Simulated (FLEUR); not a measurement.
# Ge (Fd-3m) in FLEUR: further runs

One crystal, Ge, is run at these levels: r2SCAN; tasks: band structure, equation of state.

All numbers are computed with FLEUR MaX-R8.1 (later development tree); they aren't measurements. Logs are shortened: lines on timing, memory, paths and dates and some standing lists are left out, and cuts for length are marked.

**Experimental background.**

“Temperature-dependent photoluminescence in Ge: experiment and theory”, 2020, arxiv:2003.00143 reports, for a bulk crystal of Ge at 0 K: band gap 0.744 eV (indirect).

“Sub-monolayer structures of Ag overlayers on Ge(111): experimental observations and first-principles study”, 2019, arxiv:1908.00180 quotes, for a bulk crystal of Ge: bulk modulus 75.8 GPa.

The results are compared with them further down.

**1. The crystal as given**

Symmetry: Fd-3m, No. 227, cubic system. Conventional cell: a = 5.658 Å, b = 5.658 Å, c = 5.658 Å, α = 90.00°, β = 90.00°, γ = 90.00°. Ge (site symmetry -43m) has 4 Ge at 2.45 Å as nearest neighbours.

**2. Band structure, r2SCAN**

Input file inp.xml:

```xml
<?xml version="1.0" encoding="UTF-8" standalone="no"?>
<fleurInput fleurInputVersion="0.39">
   <comment>
      Ge                                                                                                  
   </comment>
   <calculationSetup>
      <cutoffs Kmax="4.58" Gmax="14.2" GmaxXC="14.2" numbands="0"/>
      <scfLoop itmax="60" minDistance="0.00001" maxIterBroyd="15" imix="Anderson" alpha="0.05" precondParam="0.0" spinf="2.0" sdNocoIR="T"/>
      <coreElectrons ctail="F" frcor="F" kcrel="0" coretail_lmax="0"/>
      <xcFunctional name="LibXC" relativisticCorrections="F">
         <LibXCName exchange="mgga_x_r2scan" correlation="mgga_c_r2scan"/>
         <AuxGGA exchange="117" correlation="130"/>
      </xcFunctional>
      <magnetism jspins="1"/>
      <soc l_soc="F" theta="0.0" phi="0.0" spav="F"/>
      <expertModes spex="0" secvar="F"/>
      <geometryOptimization l_f="F" forcealpha="1.0" forcemix="BFGS" epsdisp="0.00001" epsforce="0.00001"/>
      <ldaU l_linMix="F" mixParam="0.05" spinf="1.0"/>
   </calculationSetup>
   <cell>
      <bzIntegration valenceElectrons="44.0" mode="hist" fermiSmearingEnergy="0.00183747">
         <kPointListSelection listName="default-1"/>
         <!-- k-points included here -->
         <xi:include xmlns:xi="http://www.w3.org/2001/XInclude" href="kpts.xml"> </xi:include>
      </bzIntegration>
      <!-- symmetry operations included here -->
      <xi:include xmlns:xi="http://www.w3.org/2001/XInclude" href="sym.xml"> </xi:include>
      <bulkLattice scale="1.0">
         <bravaisMatrix>
            <row-1>    0.0000000000000000     5.3458651311421859     5.3458651311421859</row-1>
            <row-2>    5.3458651311421859     0.0000000000000000     5.3458651311421859</row-2>
            <row-3>    5.3458651311421859     5.3458651311421859     0.0000000000000000</row-3>
         </bravaisMatrix>
      </bulkLattice>
   </cell>
   <atomSpecies>
      <species name="Germanium (Ge)" element="Ge" atomicNumber="32">
         <mtSphere radius="2.14" gridPoints="707" logIncrement="0.017"/>
         <atomicCutoffs lmax="9" lnonsphr="7"/>
         <electronConfig flipSpins="F">
            <coreConfig>(1s1/2) (2s1/2) (2p1/2) (2p3/2)</coreConfig>
            <valenceConfig>(3s1/2) (3p1/2) (3p3/2) (4s1/2) (3d3/2) (3d5/2) (4p1/2) (4p3/2)</valenceConfig>
            <stateOccupation state="(4p1/2)" spinUp="0.333333" spinDown="0.333333"/>
            <stateOccupation state="(4p3/2)" spinUp="0.666667" spinDown="0.666667"/>
         </electronConfig>
         <energyParameters s="4" p="4" d="3" f="4"/>
         <lo type="SCLO" l="0" n="3" eDeriv="0"/>
         <lo type="SCLO" l="1" n="3" eDeriv="0"/>
         <lo type="SCLO" l="1" n="3" eDeriv="1"/>
         <lo type="HELO" l="2" n="4" eDeriv="0"/>
         <lo type="HELO" l="2" n="4" eDeriv="1"/>
         <lo type="SCLO" l="3" n="4" eDeriv="2"/>
      </species>
   </atomSpecies>
   <atomGroups>
      <atomGroup species="Germanium (Ge)">
         <relPos label="                   1">-3.000/8.000 -3.000/8.000 -3.000/8.000</relPos>
         <relPos label="                   2">3.000/8.000 3.000/8.000 3.000/8.000</relPos>
         <force calculate="T" relaxXYZ="TTT"/>
      </atomGroup>
   </atomGroups>
   <output dos="F" band="F" slice="F">
      <checks vchk="F" cdinf="F"/>
      <bandDOS minEnergy="-.5*Htr" maxEnergy="0.5*Htr" sigma="0.015" storeEVData="T"/>
      <vacuumDOS vacdos="F" integ="F" star="F" nstars="0" locx1="0.0" locy1="0.0" locx2="0.0" locy2="0.0" nstm="0" tworkf="0.0"/>
      <unfoldingBand unfoldBand="F" supercellX="1" supercellY="1" supercellZ="1"/>
      <plotting iplot="0" polar="F">
         <plot TwoD="T" vec1="  1.0  0.0  0.0" vec2="  0.0  1.0  0.0" vec3="  0.0  0.0  1.0" zero="  0.0  0.0  0.0" file="plot"/>
      </plotting>
      <chargeDensitySlicing numkpt="0" minEigenval="0.0" maxEigenval="0.0" nnne="0" pallst="F"/>
      <specialOutput eonly="F"/>
      <moessbauerParams electricFieldGradient="T" isomerShift="T" coreHyperfine="T" valenceHyperfine="T"/>
      <magneticCircularDichroism mcd="F" energyLo="-10.0" energyUp="0.0"/>
   </output>
  <!-- We include the file relax.xml here to enable relaxations (see documentation) -->
  <xi:include xmlns:xi="http://www.w3.org/2001/XInclude" href="relax.xml"> <xi:fallback/> </xi:include>
</fleurInput>
```

Input file crystal.txt:

```
Ge
&input cartesian=F /
0.0000000000  2.8289100000  2.8289100000
2.8289100000  0.0000000000  2.8289100000
2.8289100000  2.8289100000  0.0000000000
1.8897261246
1.0 1.0 1.0

2
32 0.7500000000  0.7500000000  0.7500000000
32 0.5000000000  0.5000000000  0.5000000000

&kpt div1=8 div2=8 div3=8 gamma=T /
```

Input file inp.xml (bands):

```
<?xml version="1.0" encoding="UTF-8" standalone="no"?>
<fleurInput fleurInputVersion="0.39">
   <comment>
      Ge                                                                                                  
   </comment>
   <calculationSetup>
      <cutoffs Kmax="4.58" Gmax="14.2" GmaxXC="14.2" numbands="0"/>
      <scfLoop itmax="60" minDistance="0.00001" maxIterBroyd="15" imix="Anderson" alpha="0.05" precondParam="0.0" spinf="2.0" sdNocoIR="T"/>
      <coreElectrons ctail="F" frcor="F" kcrel="0" coretail_lmax="0"/>
      <xcFunctional name="LibXC" relativisticCorrections="F">
         <LibXCName exchange="mgga_x_r2scan" correlation="mgga_c_r2scan"/>
         <AuxGGA exchange="117" correlation="130"/>
      </xcFunctional>
      <magnetism jspins="1"/>
      <soc l_soc="F" theta="0.0" phi="0.0" spav="F"/>
      <expertModes spex="0" secvar="F"/>
      <geometryOptimization l_f="F" forcealpha="1.0" forcemix="BFGS" epsdisp="0.00001" epsforce="0.00001"/>
      <ldaU l_linMix="F" mixParam="0.05" spinf="1.0"/>
   </calculationSetup>
   <cell>
      <bzIntegration valenceElectrons="44.0" mode="hist" fermiSmearingEnergy="0.00183747">
         <kPointListSelection listName="path-1"/>
         <!-- k-points included here -->
         <xi:include xmlns:xi="http://www.w3.org/2001/XInclude" href="kpts.xml"> </xi:include>
      </bzIntegration>
      <!-- symmetry operations included here -->
      <xi:include xmlns:xi="http://www.w3.org/2001/XInclude" href="sym.xml"> </xi:include>
      <bulkLattice scale="1.0">
         <bravaisMatrix>
            <row-1>    0.0000000000000000     5.3458651311421859     5.3458651311421859</row-1>
            <row-2>    5.3458651311421859     0.0000000000000000     5.3458651311421859</row-2>
            <row-3>    5.3458651311421859     5.3458651311421859     0.0000000000000000</row-3>
         </bravaisMatrix>
      </bulkLattice>
   </cell>
   <atomSpecies>
      <species name="Germanium (Ge)" element="Ge" atomicNumber="32">
         <mtSphere radius="2.14" gridPoints="707" logIncrement="0.017"/>
         <atomicCutoffs lmax="9" lnonsphr="7"/>
         <electronConfig flipSpins="F">
            <coreConfig>(1s1/2) (2s1/2) (2p1/2) (2p3/2)</coreConfig>
            <valenceConfig>(3s1/2) (3p1/2) (3p3/2) (4s1/2) (3d3/2) (3d5/2) (4p1/2) (4p3/2)</valenceConfig>
            <stateOccupation state="(4p1/2)" spinUp="0.333333" spinDown="0.333333"/>
            <stateOccupation state="(4p3/2)" spinUp="0.666667" spinDown="0.666667"/>
         </electronConfig>
         <energyParameters s="4" p="4" d="3" f="4"/>
         <lo type="SCLO" l="0" n="3" eDeriv="0"/>
         <lo type="SCLO" l="1" n="3" eDeriv="0"/>
         <lo type="SCLO" l="1" n="3" eDeriv="1"/>
         <lo type="HELO" l="2" n="4" eDeriv="0"/>
         <lo type="HELO" l="2" n="4" eDeriv="1"/>
         <lo type="SCLO" l="3" n="4" eDeriv="2"/>
      </species>
   </atomSpecies>
   <atomGroups>
      <atomGroup species="Germanium (Ge)">
         <relPos label="                   1">-3.000/8.000 -3.000/8.000 -3.000/8.000</relPos>
         <relPos label="                   2">3.000/8.000 3.000/8.000 3.000/8.000</relPos>
         <force calculate="T" relaxXYZ="TTT"/>
      </atomGroup>
   </atomGroups>
   <output dos="F" band="T" slice="F">
      <checks vchk="F" cdinf="F"/>
      <bandDOS minEnergy="-.5*Htr" maxEnergy="0.5*Htr" sigma="0.015" storeEVData="T"/>
      <vacuumDOS vacdos="F" integ="F" star="F" nstars="0" locx1="0.0" locy1="0.0" locx2="0.0" locy2="0.0" nstm="0" tworkf="0.0"/>
      <unfoldingBand unfoldBand="F" supercellX="1" supercellY="1" supercellZ="1"/>
      <plotting iplot="0" polar="F">
         <plot TwoD="T" vec1="  1.0  0.0  0.0" vec2="  0.0  1.0  0.0" vec3="  0.0  0.0  1.0" zero="  0.0  0.0  0.0" file="plot"/>
      </plotting>
      <chargeDensitySlicing numkpt="0" minEigenval="0.0" maxEigenval="0.0" nnne="0" pallst="F"/>
      <specialOutput eonly="F"/>
      <moessbauerParams electricFieldGradient="T" isomerShift="T" coreHyperfine="T" valenceHyperfine="T"/>
      <magneticCircularDichroism mcd="F" energyLo="-10.0" energyUp="0.0"/>
   </output>
  <!-- We include the file relax.xml here to enable relaxations (see documentation) -->
  <xi:include xmlns:xi="http://www.w3.org/2001/XInclude" href="relax.xml"> <xi:fallback/> </xi:include>
</fleurInput>
```

Potentials or basis: all-electron, FLAPW.

On the command line:

```console
inpgen -f crystal.txt -profile fastHighL
# inp.xml edited to the form shown
fleur_MPI
fleur_MPI   # second run, on inp.xml (bands)
```

Standard output:

```text
Welcome to FLEUR        (www.flapw.de)
      MaX-Release 8.1          (www.max-centre.eu)
 func_ids         498         497         498         497
 MetaGGA potential functional detected - V_tau will be computed
 Auxiliary Potential for radial basis: exchange=         117  correlation=         130
The functional 'Re-regularized SCAN exchange by Furness et al' is an exchange functional, it belongs to the 'MGGA' family and is defined in the reference(s):
[1] J. W. Furness, A. D. Kaplan, J. Ning, J. P. Perdew, and J. Sun.,  J. Phys. Chem. Lett. 11, 8208-8215 (2020)
[2] J. W. Furness, A. D. Kaplan, J. Ning, J. P. Perdew, and J. Sun.,  J. Phys. Chem. Lett. 11, 9248-9248 (2020)
The functional 'Re-regularized SCAN correlation by Furness et al' is a correlation functional, it belongs to the 'MGGA' family and is defined in the reference(s):
[1] J. W. Furness, A. D. Kaplan, J. Ning, J. P. Perdew, and J. Sun.,  J. Phys. Chem. Lett. 11, 8208-8215 (2020)
[2] J. W. Furness, A. D. Kaplan, J. Ning, J. P. Perdew, and J. Sun.,  J. Phys. Chem. Lett. 11, 9248-9248 (2020)
 Using same functional for VXC and EXC

 ========== k-point set info ==========
 Selected k-point list: default-1
 k-point list type: mesh
 8 x 8 x 8
 Number of k points: 29

 ------------Calculation Setup---------------------------
 Number of MPI-tasks      :            1
 Number of PE/node        :            1
 Number of OMP-threads    :            1
 Most efficient MPI parallelization for:
           1          29
 Additional eigenvalue parallelization possible
 Number of basis functions:          615
 Approximate size of matrices (H+S) per k-point:         0.006 GB
 --------------------------------------------------------
The functional 'Hammer, Hansen, and Norskov' is an exchange functional, it belongs to the 'GGA' family and is defined in the reference(s):
[1] B. Hammer, L. B. Hansen, and J. K. Nørskov.,  Phys. Rev. B 59, 7413 (1999)
The functional 'Perdew, Burke & Ernzerhof' is a correlation functional, it belongs to the 'GGA' family and is defined in the reference(s):
[1] J. P. Perdew, K. Burke, and M. Ernzerhof.,  Phys. Rev. Lett. 77, 3865 (1996)
[2] J. P. Perdew, K. Burke, and M. Ernzerhof.,  Phys. Rev. Lett. 78, 1396 (1997)
 Using same functional for VXC and EXC
 Using auxiliary GGA potential for the first iteration of MetaGGA calculation.
 Reset of history
 Reset of history
 Iteration:     1   Distance:      19.28773963 me/bohr^3
The functional 'Hammer, Hansen, and Norskov' is an exchange functional, it belongs to the 'GGA' family and is defined in the reference(s):
[1] B. Hammer, L. B. Hansen, and J. K. Nørskov.,  Phys. Rev. B 59, 7413 (1999)
The functional 'Perdew, Burke & Ernzerhof' is a correlation functional, it belongs to the 'GGA' family and is defined in the reference(s):
[1] J. P. Perdew, K. Burke, and M. Ernzerhof.,  Phys. Rev. Lett. 77, 3865 (1996)
[2] J. P. Perdew, K. Burke, and M. Ernzerhof.,  Phys. Rev. Lett. 78, 1396 (1997)
 Using same functional for VXC and EXC
 Iteration:     2   Distance:      18.52216362 me/bohr^3
The functional 'Hammer, Hansen, and Norskov' is an exchange functional, it belongs to the 'GGA' family and is defined in the reference(s):
[1] B. Hammer, L. B. Hansen, and J. K. Nørskov.,  Phys. Rev. B 59, 7413 (1999)
The functional 'Perdew, Burke & Ernzerhof' is a correlation functional, it belongs to the 'GGA' family and is defined in the reference(s):
[1] J. P. Perdew, K. Burke, and M. Ernzerhof.,  Phys. Rev. Lett. 77, 3865 (1996)
[2] J. P. Perdew, K. Burke, and M. Ernzerhof.,  Phys. Rev. Lett. 78, 1396 (1997)
 Using same functional for VXC and EXC
 Iteration:     3   Distance:      17.54773967 me/bohr^3
The functional 'Hammer, Hansen, and Norskov' is an exchange functional, it belongs to the 'GGA' family and is defined in the reference(s):
[1] B. Hammer, L. B. Hansen, and J. K. Nørskov.,  Phys. Rev. B 59, 7413 (1999)
The functional 'Perdew, Burke & Ernzerhof' is a correlation functional, it belongs to the 'GGA' family and is defined in the reference(s):
[1] J. P. Perdew, K. Burke, and M. Ernzerhof.,  Phys. Rev. Lett. 77, 3865 (1996)
[2] J. P. Perdew, K. Burke, and M. Ernzerhof.,  Phys. Rev. Lett. 78, 1396 (1997)
 Using same functional for VXC and EXC
 Iteration:     4   Distance:       2.83056951 me/bohr^3
The functional 'Hammer, Hansen, and Norskov' is an exchange functional, it belongs to the 'GGA' family and is defined in the reference(s):
[1] B. Hammer, L. B. Hansen, and J. K. Nørskov.,  Phys. Rev. B 59, 7413 (1999)
The functional 'Perdew, Burke & Ernzerhof' is a correlation functional, it belongs to the 'GGA' family and is defined in the reference(s):
[1] J. P. Perdew, K. Burke, and M. Ernzerhof.,  Phys. Rev. Lett. 77, 3865 (1996)
[2] J. P. Perdew, K. Burke, and M. Ernzerhof.,  Phys. Rev. Lett. 78, 1396 (1997)
 Using same functional for VXC and EXC
 Iteration:     5   Distance:       1.41824444 me/bohr^3
The functional 'Hammer, Hansen, and Norskov' is an exchange functional, it belongs to the 'GGA' family and is defined in the reference(s):
[... 39 lines left out ...]
 Using same functional for VXC and EXC
 Iteration:    11   Distance:       0.00049771 me/bohr^3
The functional 'Hammer, Hansen, and Norskov' is an exchange functional, it belongs to the 'GGA' family and is defined in the reference(s):
[1] B. Hammer, L. B. Hansen, and J. K. Nørskov.,  Phys. Rev. B 59, 7413 (1999)
The functional 'Perdew, Burke & Ernzerhof' is a correlation functional, it belongs to the 'GGA' family and is defined in the reference(s):
[1] J. P. Perdew, K. Burke, and M. Ernzerhof.,  Phys. Rev. Lett. 77, 3865 (1996)
[2] J. P. Perdew, K. Burke, and M. Ernzerhof.,  Phys. Rev. Lett. 78, 1396 (1997)
 Using same functional for VXC and EXC
 Iteration:    12   Distance:       0.00007479 me/bohr^3
The functional 'Hammer, Hansen, and Norskov' is an exchange functional, it belongs to the 'GGA' family and is defined in the reference(s):
[1] B. Hammer, L. B. Hansen, and J. K. Nørskov.,  Phys. Rev. B 59, 7413 (1999)
The functional 'Perdew, Burke & Ernzerhof' is a correlation functional, it belongs to the 'GGA' family and is defined in the reference(s):
[1] J. P. Perdew, K. Burke, and M. Ernzerhof.,  Phys. Rev. Lett. 77, 3865 (1996)
[2] J. P. Perdew, K. Burke, and M. Ernzerhof.,  Phys. Rev. Lett. 78, 1396 (1997)
 Using same functional for VXC and EXC
 Iteration:    13   Distance:       0.00002485 me/bohr^3
The functional 'Hammer, Hansen, and Norskov' is an exchange functional, it belongs to the 'GGA' family and is defined in the reference(s):
[1] B. Hammer, L. B. Hansen, and J. K. Nørskov.,  Phys. Rev. B 59, 7413 (1999)
The functional 'Perdew, Burke & Ernzerhof' is a correlation functional, it belongs to the 'GGA' family and is defined in the reference(s):
[1] J. P. Perdew, K. Burke, and M. Ernzerhof.,  Phys. Rev. Lett. 77, 3865 (1996)
[2] J. P. Perdew, K. Burke, and M. Ernzerhof.,  Phys. Rev. Lett. 78, 1396 (1997)
 Using same functional for VXC and EXC
 Iteration:    14   Distance:       0.00000233 me/bohr^3

 ********************************************************************
 Run finished successfully
 Stop message:
   all done
 ********************************************************************
```

It took 59 s on 1 thread of Arm Neoverse V1, shared host; peak memory 0.08 GiB.

What came out:

* Free energy: -114248.3993 eV
* Band gap on the k mesh: 0.45 eV, direct
* Band gap along the path: 0.45 eV, direct
* Valence electrons inside the program's atomic spheres: Ge 19.94 (radii Ge 2.14 bohr)

Levels at the corners of the path, in eV from the valence-band top:
```
point  band 20  band 21  band 22  band 23  band 24  band 25
    Γ     0.00     0.00     0.00     0.45     2.72     2.72
    X    -9.21    -3.22    -3.22     0.98     0.98    10.12
    W    -9.11    -4.05    -4.05     4.71     4.71     5.05
    K    -8.59    -4.49    -2.76     1.40     4.43     7.74
    Γ     0.00     0.00     0.00     0.45     2.72     2.72
    L    -7.86    -1.48    -1.48     0.47     4.01     4.01
    U    -8.59    -4.49    -2.76     1.40     4.43     7.74
    W    -9.11    -4.05    -4.05     4.71     4.71     5.05
    L    -7.86    -1.48    -1.48     0.47     4.01     4.01
    K    -8.59    -4.49    -2.76     1.40     4.43     7.74
    U    -8.59    -4.49    -2.76     1.40     4.43     7.74
    X    -9.21    -3.22    -3.22     0.98     0.98    10.12
```

Core levels (eV from the Fermi level):
```
atom                                                       levels
1 Ge  1s1/2 -10954.0, 2s1/2 -1366.3, 2p1/2 -1214.4, 2p3/2 -1182.5
2 Ge  1s1/2 -10954.0, 2s1/2 -1366.3, 2p1/2 -1214.4, 2p3/2 -1182.5
```

Caveat: the meta-GGA is that of a development version, with a GGA for the radial functions and cores and without core tails.

**3. Equation of state, r2SCAN, 21.28 Å³/atom (volume scaled by 0.94)**

inp.xml: that of step 2 with these lines changed.

```diff
@@ -6,3 +6,3 @@
    <calculationSetup>
-      <cutoffs Kmax="4.58" Gmax="14.2" GmaxXC="14.2" numbands="0"/>
+      <cutoffs Kmax="4.71" Gmax="14.6" GmaxXC="14.6" numbands="0"/>
       <scfLoop itmax="60" minDistance="0.00001" maxIterBroyd="15" imix="Anderson" alpha="0.05" precondParam="0.0" spinf="2.0" sdNocoIR="T"/>
@@ -27,3 +27,3 @@
       <xi:include xmlns:xi="http://www.w3.org/2001/XInclude" href="sym.xml"> </xi:include>
-      <bulkLattice scale="1.0">
+      <bulkLattice scale="0.9795861087">
          <bravaisMatrix>
@@ -37,3 +37,3 @@
       <species name="Germanium (Ge)" element="Ge" atomicNumber="32">
-         <mtSphere radius="2.14" gridPoints="707" logIncrement="0.017"/>
+         <mtSphere radius="2.08" gridPoints="707" logIncrement="0.017"/>
          <atomicCutoffs lmax="9" lnonsphr="7"/>
```

Potentials or basis: all-electron, FLAPW.

On the command line:

```console
inpgen -f crystal.txt -profile fastHighL
# inp.xml edited to the form shown
fleur_MPI
```

Wall time 56 s (1 thread of Arm Neoverse V1, shared host); peak memory 0.08 GiB.

It converged, with:

| Quantity | Value |
| --- | --- |
| Free energy | -114248.3441 eV |
| Band gap on the k mesh | 0.68 eV, indirect (least direct gap 1.07 eV) |
| Valence electrons inside the program's atomic spheres | Ge 19.82 (radii Ge 2.08 bohr) |

Caveat: the meta-GGA is that of a development version, with a GGA for the radial functions and cores and without core tails.

**4. Equation of state, r2SCAN, 21.73 Å³/atom (volume scaled by 0.96)**

inp.xml: that of step 3 with these lines changed.

```diff
@@ -27,3 +27,3 @@
       <xi:include xmlns:xi="http://www.w3.org/2001/XInclude" href="sym.xml"> </xi:include>
-      <bulkLattice scale="0.9795861087">
+      <bulkLattice scale="0.9864848297">
          <bravaisMatrix>
```

On the command line:

```console
inpgen -f crystal.txt -profile fastHighL
# inp.xml edited to the form shown
fleur_MPI
```

It took 54 s on 1 thread of Arm Neoverse V1, shared host; peak memory 0.08 GiB.

It converged, with:

- Free energy: -114248.3726 eV
- Band gap on the k mesh: 0.61 eV, indirect (least direct gap 0.85 eV)
- Valence electrons inside the program's atomic spheres: Ge 19.80 (radii Ge 2.08 bohr)

Caveat: the meta-GGA is that of a development version, with a GGA for the radial functions and cores and without core tails.

**5. Equation of state, r2SCAN, 22.64 Å³/atom**

inp.xml: that of step 4 with these lines changed.

```diff
@@ -27,3 +27,3 @@
       <xi:include xmlns:xi="http://www.w3.org/2001/XInclude" href="sym.xml"> </xi:include>
-      <bulkLattice scale="0.9864848297">
+      <bulkLattice scale="1.0000000000">
          <bravaisMatrix>
```

On the command line:

```console
inpgen -f crystal.txt -profile fastHighL
# inp.xml edited to the form shown
fleur_MPI
```

It took 59 s on 1 thread of Arm Neoverse V1, shared host; peak memory 0.08 GiB.

It converged, with:

- Free energy: -114248.3988 eV
- Band gap on the k mesh: 0.45 eV, direct
- Valence electrons inside the program's atomic spheres: Ge 19.77 (radii Ge 2.08 bohr)

Caveat: the meta-GGA is that of a development version, with a GGA for the radial functions and cores and without core tails.

(Continued in part 2 of 2.)
